**Q:** When monoclinic HfO₂ is squeezed equally along every length, its band gap widens. What happens if I stretch it instead?

Monoclinic HfO₂ (P2_1/c, 12 atoms per cell) under strain, computed with Ansatz 0.2.0 using r2SCAN, plane-wave PAW, a 500 eV cutoff and a 6×6×6 k mesh, without spin polarisation. Strain is per length, from the r2SCAN-relaxed cell, with atoms relaxed at each strain and the normal left free in epitaxial rows. Gap and pressure changes are relative to the unstrained cell.

```
 strain kind  strain (%)  band gap (eV)  band gap change (eV)  pressure change (GPa)
epitaxial xy          -3          4.792                 0.197                   8.99
epitaxial xy          -2          4.708                 0.113                   5.94
epitaxial xy          -1          4.633                 0.038                   2.98
epitaxial xy           1          4.569                -0.026                  -2.88
epitaxial xy           2          4.547                -0.048                  -5.62
epitaxial xy           3          4.520                -0.075                  -8.21
 hydrostatic          -3          4.992                 0.397                  21.12
 hydrostatic          -2          4.791                 0.196                  13.58
 hydrostatic          -1          4.648                 0.052                   6.63
 hydrostatic           1              ?                     ?                      ?
 hydrostatic           2              ?                     ?                      ?
 hydrostatic           3              ?                     ?                      ?
```

**A:** Start with how the gap responds to squeezing. The "hydrostatic" rows scale every cell length alike. At the larger compressions the monoclinic form is no longer the stable phase; the calculation holds the crystal in it. The first percent of compression adds 0.052 eV to the gap, the third adds 0.201 eV. The response weakens towards zero strain, so a straight line through the compressed rows would mislead us.

**Q:** Why would compression widen the gap at all?

**A:** In this oxide the valence edge is mainly oxygen 2p and the conduction edge mainly hafnium 5d. That is standard chemistry; the calculation did not resolve the orbitals. Shorter Hf–O bonds mix the two more strongly and push the antibonding 5d states up. Closer atoms also broaden both bands, which narrows the gap. If these two effects decide the gap, the push wins under compression.

**Q:** And under tension?

**A:** In the limit of long bonds the mixing vanishes. The push should therefore fade, and the gap should fall a little and level off. The simplest formula for that is

gap change = A (e^(−sε) − 1),

where ε is the strain in percent. I fitted it by least squares to the six compressed rows, with one s for both kinds of strain and a separate A for each. This gives s = 0.533 and, for hydrostatic strain, A = 0.100 eV.

At ε = +2 the exponential is e^(−1.07) = 0.34, so the change is 0.100 × (0.34 − 1) ≈ −0.07 eV. Orbital overlap does not decay that quickly with bond length. Relaxation of the atoms probably contributes, so s is only a description.

**Q:** Can you test it on stretched rows we already know?

**A:** Yes, on the epitaxial ones, where two directions are strained and the length along the third is free to adjust. These stretched rows were left out of the fit. The formula gets the direction of their gap change right but understates the fall: −0.04 eV against −0.075 eV at +3 %. A parabola fitted to the same compressed rows does worse, because it turns upward.

The test has a weakness. Epitaxial −3 % and hydrostatic −1 % both shrink the volume by about 3 %, yet the epitaxial gap rise is nearly four times as large. The gap depends on how the cell is deformed, not just on its volume.

**Q:** What about the pressure?

**A:** It is the mean stress, positive under compression, and under uniform scaling it follows from how the energy changes with volume. I used the third-order Birch–Murnaghan equation, fitted by least squares to the three hydrostatic compressed rows. Its bulk modulus at zero strain, for a cell whose shape is held fixed, is 212 GPa. My forecasts for uniform stretching are:

| Strain | Gap change, eV (range) | Pressure change, GPa |
|---|---|---|
| +1 % | −0.04 (−0.08 to +0.03) | −6.1 ± 0.4 |
| +2 % | −0.07 (−0.15 to +0.12) | −11.8 ± 1.0 |
| +3 % | −0.08 (−0.25 to +0.28) | −17.1 ± 2.2 |

The ranges are judgements. Those for the gap reach up to the parabola's rebound. If the pressure misses, I expect it on the weak side, since the fitted curve softens less under tension than is usual for crystals.

The withheld rows as computed:

```
strain kind  strain (%)  band gap (eV)  band gap change (eV)  pressure change (GPa)
hydrostatic           1          4.590                -0.005                  -6.20
hydrostatic           2          4.610                 0.015                 -11.50
hydrostatic           3          4.708                 0.113                 -15.22
```

**Q:** Every value lies inside its range. Was the reasoning right?

**A:** For the pressure, largely. The first two values are close, and the third is weaker than forecast by 1.85 GPa, about 12 % of the computed value. The crystal softens faster than its behaviour under compression suggested.

For the gap, the reasoning failed. I forecast a small fall that levels off. The gap barely moves at first, then rises, by 0.113 eV at +3 %. The ranges caught this only because they allowed both directions. The parabola has the late rise but makes it far too large.

**Q:** What did you leave out?

**A:** One candidate is the band broadening I mentioned and then dropped from the formula. Stretching narrows the bands, which opens the gap. If the antibonding push fades sooner than the broadening does, the gap has a minimum, with the push in charge on the compressed side and the narrowing on the stretched side. The computed gaps have a minimum too, but they do not separate the two effects.

I also treated the compressed rows as one smooth family. At −2 and −3 % hydrostatic strain the valence top has moved away from Γ, the centre of the Brillouin zone. That makes those gaps smaller than they would be with the top still at Γ, so the fitted curve does not follow a single pair of states.

**Q:** Does that explain the jump at the end?

**A:** Not fully. The last percent of stretch raises the gap by 0.113 − 0.015 = 0.098 eV, far more than the percent before it. Two fading effects should bend the curve less and less beyond the minimum, not more. The same percent adds only 15.22 − 11.50 = 3.72 GPa of tension, against 6.20 GPa for the first. The band edges are not moving to other points of the Brillouin zone: from zero to +3 % the valence top stays at Γ and the conduction bottom at the same point on the zone boundary. Perhaps some bonds open much more than others in that last percent. That is a guess, since I have no atomic positions for these cells.

**Q:** What should I take from this for a strained film?

**A:** Read the epitaxial rows, since a film held by its substrate is strained in its plane and free along its normal. At +3 %, such tension lowers the gap, whereas uniform stretching, which would also need a pull along the normal, raises it. The epitaxial rows cover only one orientation of the film. Use the changes rather than the absolute gaps, which r2SCAN makes too small.
